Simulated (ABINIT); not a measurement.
# ZrB2 (P6/mmm) in ABINIT: a series of runs

Runs on ZrB2. Level: PBE0. Tasks: single point.

Everything below comes from runs of ABINIT 10.8.3 (patched build). Logs are shortened: lines on timing, memory, paths and dates and some standing lists are left out, and cuts for length are marked. The log counts tension as positive stress, the text compression.

### Step 1. Starting point

It takes space group P6/mmm (No. 191, hexagonal). The conventional cell has a = 3.170 Å, b = 3.170 Å, c = 3.533 Å, α = 90.00°, β = 90.00°, γ = 120.00°. Around Zr (site symmetry 6/mmm) lie 12 B at 2.54 Å. B (site symmetry -6m2) has 3 B at 1.83 Å as nearest neighbours.

### Step 2. Single point, PBE0

Contents of run.abi:

```
# Pseudopotentials
pp_dirpath "./"
pseudos "Zr_ONCV_PBE-1.2.upf, B_ONCV_PBE-1.2.upf"

# Structure
acell 3*1.0 Angstrom
rprim
     3.1700000000     0.0000000000     0.0000000000
    -1.5850000000     2.7453005300     0.0000000000
     0.0000000000     0.0000000000     3.5330000000
ntypat 2
znucl 40 5
natom 3
typat 1 2 2
xcart
     0.0000000000     0.0000000000     0.0000000000
     1.5850000002     0.9151001766     1.7665000000
    -0.0000000002     1.8302003534     1.7665000000 Angstrom

# Plane-wave basis
ecut 22.0

# k points
kptopt 1
ngkpt 4 4 3
nshiftk 1
shiftk 0.0 0.0 0.0

# Exchange and correlation
ixc 41
hyb_mixing 0.15

# Bands and occupations
nband 13
occopt 3
tsmear 0.05 eV

# SCF cycle
nstep 60
toldfe 1.0e-7

# Output
iomode 3
prtwf 0
prtden 0
prteig 0
prtebands 0
enunit 2
prtvol 2
```

Potentials or basis: SG15 NC PBE v1.2.

Run with:

```console
$ mpirun --bind-to none -np 4 abinit run.abi > log 2>&1
```

run.abo:

```text
.Version 10.8.3 of ABINIT
 Symmetries : space group P6/m m m (#191); Bravais hP (primitive hexag.)
================================================================================
 Values of the parameters that define the memory need of the present run
     intxc =       0    ionmov =       0      iscf =       7    lmnmax =       6
     lnmax =       6     mgfft =      30  mpssoang =       3    mqgrid =    3001
     natom =       3  nloc_mem =       1    nspden =       1   nspinor =       1
    nsppol =       1      nsym =      24    n1xccc =       0    ntypat =       2
    occopt =       3   xclevel =       2
       mpw =        1029          nfft =       21870          nkpt =           8
================================================================================
================================================================================

--------------------------------------------------------------------------------
------------- Echo of variables that govern the present computation ------------
--------------------------------------------------------------------------------
 -outvars: echo values of preprocessed input variables --------
            acell      1.8897261259E+00  1.8897261259E+00  1.8897261259E+00 Bohr
              amu      9.12240000E+01  1.08110000E+01
             ecut      2.20000000E+01 Hartree
           enunit           2
   hyb_mixing          1.5000000000E-01
              ixc          41
         kptrlatt        4    0    0      0    4    0      0    0    3
          kptrlen      2.00292072E+01
            natom           3
            nband          13
          nbandhf          13
            ngfft          27      27      30
             nkpt           8
           nkpthf          48
            nstep          60
             nsym          24
           ntypat           2
           occopt           3
           prtden           0
        prtebands           0
           prteig           0
           prtvol           2
            prtwf           0
            rprim      3.1700000000E+00  0.0000000000E+00  0.0000000000E+00
                      -1.5850000000E+00  2.7453005300E+00  0.0000000000E+00
                       0.0000000000E+00  0.0000000000E+00  3.5330000000E+00
          spgroup         191
           toldfe      1.00000000E-07 Hartree
           tsmear      1.83746611E-03 Hartree
            typat      1  2  2
          usefock           1
           xangst      0.0000000000E+00  0.0000000000E+00  0.0000000000E+00
                       1.5850000000E+00  9.1510017667E-01  1.7665000000E+00
                      -5.8656783134E-17  1.8302003533E+00  1.7665000000E+00
            xcart      0.0000000000E+00  0.0000000000E+00  0.0000000000E+00
                       2.9952159096E+00  1.7292887117E+00  3.3382012014E+00
                      -1.1084525555E-16  3.4585774233E+00  3.3382012014E+00
             xred      0.0000000000E+00  0.0000000000E+00  0.0000000000E+00
                       6.6666666667E-01  3.3333333333E-01  5.0000000000E-01
[... 220 lines left out ...]
   9.97313   14.96959   15.70069   16.44595   16.50062
 kpt#   3, nband= 13, wtk=  0.06250, kpt=  0.5000  0.0000  0.0000 (reduced coord)
 -38.68582  -16.50497  -15.87672  -15.71677    2.34183    2.80847    7.83247    8.72753
   9.33322   14.94293   15.12734   17.97008   18.04921
 kpt#   4, nband= 13, wtk=  0.12500, kpt=  0.2500  0.2500  0.0000 (reduced coord)
 -38.68513  -16.32136  -15.93008  -15.88034    1.69862    4.62861    6.04966    8.40972
  11.39884   12.94820   13.73595   18.15979   20.48140
 kpt#   5, nband= 13, wtk=  0.04167, kpt=  0.0000  0.0000  0.3333 (reduced coord)
 -38.79633  -16.38150  -15.47211  -15.47211   -0.24219    5.45544   10.31533   10.31533
  13.55664   13.55664   13.74150   14.60357   14.60357
 kpt#   6, nband= 13, wtk=  0.25000, kpt=  0.2500  0.0000  0.3333 (reduced coord)
 -38.73648  -16.26382  -15.98176  -15.58347    0.44960    6.11696    7.36627    8.47317
  10.54105   14.32658   14.97370   17.22446   17.66606
 kpt#   7, nband= 13, wtk=  0.12500, kpt=  0.5000  0.0000  0.3333 (reduced coord)
 -38.67643  -16.45379  -16.12403  -15.69150    1.63451    3.75440    7.41036    8.32405
   9.35867   14.82552   18.23457   18.25433   19.09632
 kpt#   8, nband= 13, wtk=  0.25000, kpt=  0.2500  0.2500  0.3333 (reduced coord)
 -38.67354  -16.27768  -16.13188  -15.89141    1.62917    4.30247    6.40365    8.64999
   9.37330   15.52975   17.79068   17.91660   19.24525
 Total charge density [el/Bohr^3]
)     Maximum=    6.0820E-01  at reduced coord.    0.9259    0.9259    0.9000
)Next maximum=    6.0820E-01  at reduced coord.    0.0000    0.9259    0.9000
)     Minimum=    5.3185E-03  at reduced coord.    0.6667    0.3333    0.5000
)Next minimum=    5.3185E-03  at reduced coord.    0.3333    0.6667    0.5000
   Integrated=    1.8000E+01

--- !EnergyTerms
iteration_state     : {dtset: 1, }
comment             : Components of total free energy in Hartree
kinetic             :  1.80023878576968E+01
hartree             :  6.41646803177814E+00
xc                  : -7.07964804669317E+00
Ewald energy        : -4.82953939517116E+01
psp_core            :  2.25953559866989E+00
local_psp           : -2.97013851827515E+01
non_local_psp+x     :  5.17753334389718E+00
internal            : -5.32205023491143E+01
'-kT*entropy'       : -2.92404488502727E-04
total_energy        : -5.32207947536028E+01
...

--- !EnergyTermsDC
iteration_state     : {dtset: 1, }
comment             : '"Double-counting" decomposition of free energy'
band_energy         : -4.00964950728746E+00
Ewald energy        : -4.82953939517116E+01
psp_core            :  2.25953559866989E+00
xc_dc               : -3.17473929014672E+00
internal            : -5.32202471504759E+01
'-kT*entropy'       : -2.92404488502727E-04
total_energy_dc     : -5.32205395549644E+01
...

 Cartesian components of stress tensor (hartree/bohr^3)
  sigma(1 1)=  9.91070503E-05  sigma(3 2)=  0.00000000E+00
  sigma(2 2)=  9.91070503E-05  sigma(3 1)=  0.00000000E+00
  sigma(3 3)=  8.90705762E-05  sigma(2 1)=  0.00000000E+00

-Cartesian components of stress tensor (GPa)         [Pressure= -2.8174E+00 GPa]
- sigma(1 1)=  2.91583009E+00  sigma(3 2)=  0.00000000E+00
- sigma(2 2)=  2.91583009E+00  sigma(3 1)=  0.00000000E+00
- sigma(3 3)=  2.62054683E+00  sigma(2 1)=  0.00000000E+00

== END DATASET(S) ==============================================================
================================================================================

 -outvars: echo values of variables after computation  --------
            acell      1.8897261259E+00  1.8897261259E+00  1.8897261259E+00 Bohr
           etotal     -5.3220794754E+01
            fcart      3.7457583811E-30  1.9463531487E-29 -0.0000000000E+00
                       1.4983033524E-29 -7.7854125947E-29 -0.0000000000E+00
                      -1.8728791906E-29  5.8390594461E-29 -0.0000000000E+00
            rprim      3.1700000000E+00  0.0000000000E+00  0.0000000000E+00
                      -1.5850000000E+00  2.7453005300E+00  0.0000000000E+00
                       0.0000000000E+00  0.0000000000E+00  3.5330000000E+00
           strten      9.9107050349E-05  9.9107050323E-05  8.9070576212E-05
                       0.0000000000E+00  0.0000000000E+00  0.0000000000E+00
           xangst      0.0000000000E+00  0.0000000000E+00  0.0000000000E+00
                       1.5850000000E+00  9.1510017667E-01  1.7665000000E+00
                      -5.8656783134E-17  1.8302003533E+00  1.7665000000E+00
             xred      0.0000000000E+00  0.0000000000E+00  0.0000000000E+00
                       6.6666666667E-01  3.3333333333E-01  5.0000000000E-01
                       3.3333333333E-01  6.6666666667E-01  5.0000000000E-01
 Calculation completed.
```

It took 1.7 min on 4 MPI ranks of Arm Neoverse V1, shared host; peak memory 0.24 GiB.

What came out:

```
Free energy                                           : -1448.2116 eV
Band gap on the k mesh                                : none (metal or under the smearing width)
Valence electrons inside the program's atomic spheres : Zr 8.42; B 2.67
```

Caveat: the k mesh is coarse (spacing up to 0.59 Å⁻¹), so the values aren't converged, least of all with exact exchange; exact exchange is summed on a coarse mesh, which widens gaps by tenths of an eV; the cutoff is too short for stress, so the log's stress isn't used; the potentials were made for another functional, which shifts forces and pressure.

### Step 3. Single point, PBE0

Edit run.abi of step 2 so:

```diff
@@ -30,3 +30,3 @@
 ixc 41
-hyb_mixing 0.15
+hyb_mixing 0.35
```

Potentials or basis: SG15 NC PBE v1.2.

Run with:

```console
$ mpirun --bind-to none -np 4 abinit run.abi > log 2>&1
```

Run time: 2.3 min. Hardware: 4 MPI ranks of Arm Neoverse V1, shared host; peak memory 0.24 GiB.

Results (log left out):

```yaml
Free_energy: -1448.2509 eV
Band_gap_on_the_k_mesh: none (metal or under the smearing width)
Valence_electrons_inside_the_program's_atomic_spheres: Zr 8.38; B 2.67
```

Levels at points of the mesh, in eV from the Fermi level:
```csv
k point,band 5,band 6,band 7,band 8,band 9,band 10,band 11,band 12,band 13
"(0.00, 0.00, 0.00)",-16.68,-4.66,-4.66,-4.43,-4.33,4.17,4.17,5.00,5.02
"(0.50, 0.00, 0.00)",-12.21,-11.74,-6.13,-5.17,-4.23,2.25,2.65,5.82,5.89
```

Caveat: the k mesh is coarse (spacing up to 0.59 Å⁻¹), so the values aren't converged, least of all with exact exchange; exact exchange is summed on a coarse mesh, which widens gaps by tenths of an eV; the cutoff is too short for stress, so the log's stress isn't used; the potentials were made for another functional, which shifts forces and pressure.

### Step 4. Single point, PBE0

Edit run.abi of step 3 so:

```diff
@@ -30,3 +30,3 @@
 ixc 41
-hyb_mixing 0.35
+hyb_mixing 0.5
```

Run with:

```console
$ mpirun --bind-to none -np 4 abinit run.abi > log 2>&1
```

It took 2.2 min on 4 MPI ranks of Arm Neoverse V1, shared host; peak memory 0.24 GiB.

It converged, with:

- Free energy: -1448.3164 eV
- Band gap on the k mesh: none (metal or under the smearing width)
- Valence electrons inside the program's atomic spheres: Zr 8.36; B 2.67

Levels at points of the mesh, in eV from the Fermi level:
| k point | band 5 | band 6 | band 7 | band 8 | band 9 | band 10 | band 11 | band 12 | band 13 |
| --- | --- | --- | --- | --- | --- | --- | --- | --- | --- |
| (0.00, 0.00, 0.00) | -18.22 | -5.36 | -5.36 | -5.18 | -4.90 | 4.70 | 4.71 | 5.56 | 5.70 |
| (0.50, 0.00, 0.00) | -13.44 | -12.98 | -6.91 | -5.93 | -4.72 | 2.40 | 2.99 | 6.45 | 6.49 |

Caveat: the k mesh is coarse (spacing up to 0.59 Å⁻¹), so the values aren't converged, least of all with exact exchange; exact exchange is summed on a coarse mesh, which widens gaps by tenths of an eV; the cutoff is too short for stress, so the log's stress isn't used; the potentials were made for another functional, which shifts forces and pressure.

### Step 5. Overview

| share of exact exchange | gap on the mesh (eV) |
| --- | --- |
| 0.15 | none |
| 0.35 | none |
| 0.5 | none |

Alike in all rows: task single point; level PBE0; potentials or basis SG15 NC PBE v1.2; no spin polarisation; cell as given; k mesh 4 × 4 × 3; cutoff (eV) 599; smearing fermi-dirac 0.05 eV; the mesh is coarse, so values aren't converged.

Caveats: all runs use coarse meshes; exact exchange is summed on a coarse mesh, which widens gaps by tenths of an eV; the potentials were made for another functional, which shifts forces and pressure.

Total energies depend on the potentials used, so only differences within one code and one set of settings carry meaning.
